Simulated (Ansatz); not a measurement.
## MoSe2: stable or not

It was relaxed at this level from a cell as deposited in COD.

Method: Ansatz, DFT PBE, scalar-relativistic, plane waves, PAW. Plane waves to 420 eV, a 12×12×2 mesh through Γ for the 6-atom cell and 0.02 eV Gaussian smearing; no spin polarisation.

```yaml
crystal:
  lattice:
    - [3.32047, 0.00000, 0.00000]
    - [-1.66023, 2.87561, 0.00000]
    - [0.00000, 0.00000, 15.14394]
  atoms:
    - { symbol: Mo, position: [0.33333, 0.66667, 0.25000] }
    - { symbol: Mo, position: [0.66667, 0.33333, 0.75000] }
    - { symbol: Se, position: [0.33333, 0.66667, 0.63981] }
    - { symbol: Se, position: [0.66667, 0.33333, 0.13981] }
    - { symbol: Se, position: [0.33333, 0.66667, 0.86019] }
    - { symbol: Se, position: [0.66667, 0.33333, 0.36019] }
```

Energies over the elements count from the elements' standard structures at the same level, with no fitted energy shifts.

Question: These tests were run: energy against the elements; phonons on a 3×3×1 q mesh; elastic tensor. What do they show?

Answer:

```json
{"test": "energy against the elements", "result": "−0.684 eV/atom"}
{"test": "phonons on a 3×3×1 q mesh", "result": "no imaginary mode on the mesh"}
{"test": "elastic tensor", "result": "least eigenvalue 1 GPa"}
```

It fails none of these tests. Competing phases weren't compared here.

Weakly bound directions are ill-defined at this level, which has no dispersion term. The reference form of Se is held partly by dispersion forces, which this level lacks. The run for the phonons used a 12×12×2 k mesh. The run for the elastic tensor used a 12×12×2 k mesh.
